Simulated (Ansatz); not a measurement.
Crystal: PbS.

```
Pb S
1.0
     3.65366    0.00000    0.00000
     0.00000    3.65366    0.00000
     0.00000    0.00000    3.65366
Pb S
1 1
Cartesian
  0.0000 0.0000 0.0000
  1.8268 1.8268 1.8268
```

Measurements of this composition are mostly on another form, of space group No. 225.

```yaml
Program: Ansatz 0.2.0
Task: relaxation of cell and atoms
Functional: RPBE
Potentials_or_basis: Ansatz PAW
Cutoff: "420 eV (not typed: the program's choice for these potentials)"
k_mesh: 7 × 7 × 7
Occupations: fermi-dirac, width 0.05 eV
Spin: no spin polarisation
```

At the start: volume 24.39 Å³/atom.

Task: How do energy, volume and symmetry change on relaxing?

Result: It ends after 4 steps and the volume is 25.37 Å³/atom (+4.0 %); space group Pm-3m (No. 221, to 0.05 Å).

Step by step:
```
step  energy change (eV)  largest force (eV/Å)  volume (Å³)
   1              0.0000                0.0000        48.77
   2             -0.0116                0.0000        51.12
   3             -0.0121                0.0000        50.73
   4             -0.0123                0.0000        50.73
```

Final structure:
```
CELL_PARAMETERS angstrom
3.70199 0.00000 0.00000
0.00000 3.70199 0.00000
0.00000 0.00000 3.70199
ATOMIC_POSITIONS crystal
Pb 0.00000 0.00000 0.00000
S 0.50000 0.50000 0.50000
```

Caveat: the plane-wave basis is chosen anew once the cell has moved, so the energies of steps on either side of that aren't comparable; the PAW data sets come from PBE, with cores solved anew for the run's functional, which leaves a small shift of forces and pressure.
